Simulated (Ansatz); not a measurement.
A 3-atom cell of Li₂Se started from a crystallographic database, relaxed with r2SCAN: 5 runs in the plane-wave code Ansatz, each a calculation of independent-particle optics. It is cubic, Fm-3m (No. 225); conventional cell a = 5.987 Å, 17.88 Å³ an atom. Li has 4 Se at 2.59 Å; Se has 8 Li at 2.59 Å. No magnetic order and no zero-point or thermal motion.

```
CELL_PARAMETERS angstrom
0.00000 2.99346 2.99346
2.99346 0.00000 2.99346
2.99346 2.99346 0.00000
ATOMIC_POSITIONS crystal
Li 0.25000 0.25000 0.25000
Li 0.75000 0.75000 0.75000
Se 0.00000 0.00000 0.00000
```

On meshes this coarse, single peaks can be features of the mesh. No local fields, no excitons; the zone sum runs over the cells of the mesh, and ε∞ includes the bands left out of the spectrum. Up to four peaks are listed, those above 15 % of the tallest and inside the complete range; the four can differ from row to row.

```
functional  k mesh  broadening (eV)    scissors (eV)  range (eV)  direct gap on the mesh before scissors (eV)  ε∞ xx  ε∞ yy  ε∞ zz  complete up to (eV)  tallest peaks of mean ε₂ (eV)
       PBE   6×6×6              0.1             0.00        0–16                                         3.42   4.80   4.80   4.80                  5.3                           5.20
    r2SCAN   6×6×6              0.1             0.00        0–16                                         4.10   4.27   4.27   4.27                  6.0                           none
       LDA   6×6×6              0.1             0.00        0–16                                         3.23   4.96   4.96   4.96                  5.2                           5.00
       PBE   6×6×6              0.1  0.97 (to HSE06)        0–16                                         3.42   4.30   4.30   4.30                  6.3                           6.15
   PBE+SOC   6×6×6              0.1             0.00        0–16                                         3.29   4.80   4.80   4.80                  5.2                           none
```

The fundamental gap is indirect (2.97 eV with PBE on 6×6×6); the table holds the direct one.

Only the levels marked +SOC include spin-orbit coupling.
